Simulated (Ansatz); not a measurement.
The system is BaTiO3.

```
Ba Ti O
1.0
     4.53388   -2.93796   -2.84449
    -4.17915   -2.17324    2.57872
    -4.67624    2.67138   -2.77803
Ba Ti O
2 2 6
Cartesian
  0.0840 -2.6676 -2.9251
  0.3596 -5.0980 -0.2695
  -2.2602 -0.0254 -2.8155
  -2.0304 -2.4394 -0.1341
  0.1677 -2.5637 -0.1876
  -0.0743 -0.1457 -2.8591
  -2.1593 -1.1997 -1.5176
  -6.5741 -0.9440 -1.6257
  -2.3575 1.3116 -1.4278
  -2.0878 -1.1006 1.2786
```

Base run:

```yaml
Program: Ansatz 0.2.0
Functional: PBEsol
Potentials_or_basis: Ansatz PAW
Cutoff: "420 eV (not typed: the program's choice for these potentials)"
k_mesh: 7 × 7 × 6
Occupations: fermi-dirac, width 0.05 eV
Spin: no spin polarisation
Hubbard_terms: Ti d U = 1 eV
```

Its results: band gap on the k mesh 1.08 eV; pressure 8.5 GPa; largest force 1.012 eV/Å.

Q: The run is repeated on the same cell with these changes: functional from PBEsol to PBE; cutoff from 420 eV (not typed: the program's choice for these potentials) to 350 eV; hubbard terms from Ti d U = 1 eV to none; hubbard projectors from ortho-atomic (the default) to none. What comes out?

A: Band gap on the k mesh 1.01 eV; pressure 14.5 GPa; largest force 1.002 eV/Å.

Several settings changed at once, so the effect can't be laid on one alone.

Caveats: spin-orbit coupling is left out, which moves the levels of the heavy elements; forces of over 1 eV/Å show positions far from the minimum, so gaps and moduli don't describe the material at rest; the PAW data sets come from PBE, with cores solved anew for the run's functional, which leaves a small shift of forces and pressure (some runs); odd divisions of the mesh miss points on the zone boundary, where band edges often lie, so the gap on the mesh can be too wide (some runs); the pressure holds a Pulay correction of +6.0 GPa for the finite cutoff (some runs); the cutoff lies under the one recommended for these potentials (some runs).
